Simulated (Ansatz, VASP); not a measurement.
# Be: VASP beside Ansatz

Contents of INCAR:

```
PREC     = Accurate       # precision mode
ENCUT    = 520            # plane-wave cutoff, eV
EDIFF    = 1E-6           # SCF threshold, eV
ISMEAR   = -1             # smearing method
SIGMA    = 0.1            # smearing width, eV
LREAL    = False          # projectors in reciprocal space
LASPH    = True           # aspherical terms in the spheres
NELM     = 80             # most SCF steps
ALGO     = Normal         # electronic algorithm
ISIF     = 2              # what is computed and relaxed
LWAVE    = False          # write WAVECAR
LCHARG   = False          # write CHGCAR
GGA      = RP             # functional
NBANDS   = 7              # bands
```

Contents of KPOINTS:

```
Automatic mesh
0
Gamma
  16 16 16
```

Contents of POSCAR:

```
Be
1.0
    2.1618817852      0.0000000000      0.0000000000
    0.0000000000      2.1618817852      0.0000000000
    0.0000000000      0.0000000000      2.1618817852
Be
1
Direct
    0.0000000000      0.0000000000      0.0000000000
```

Input for Ansatz:

```yaml
crystal:
  lattice:
    - [2.1618817852, 0.0, 0.0]
    - [0.0, 2.1618817852, 0.0]
    - [0.0, 0.0, 2.1618817852]
  atoms:
    - { symbol: Be, position: [0.0, 0.0, 0.0] }
hamiltonian:
  xc: rpbe
  pseudopotentials:
    kind: paw
    azcp:
      Be: "pseudopotentials/Be.paw.azcp"
basis:
  ecutwfc: 420
  fft_grid_basis: typed
kpoints:
  mp_grid: { grid: [16, 16, 16], shift: [0, 0, 0] }
magnetization:
  spin_polarized: false
scf:
  occupations: { method: fermi_dirac, width: 0.1 }
  lower_state_search: "off"
output:
  stress: true
```

Alike in both runs: task single point; functional RPBE; k mesh 16 × 16 × 16; occupations fermi-dirac, width 0.1 eV; no spin polarisation.

```csv
,VASP,Ansatz
version,VASP 6.6.1,Ansatz 0.2.0
potentials or method,"VASP PAW PBE potentials, release 64 (Be)","plane waves (420 eV) with PAW, scalar-relativistic"
plane-wave cutoff (eV),520,420
valence electrons in the cell,2,2
```

```csv
,VASP,Ansatz,Ansatz less VASP
pressure (GPa),3.3,3.3,+0.02
```

Caveats: the PAW data sets were made with another functional, which shifts forces and pressure a little (VASP).
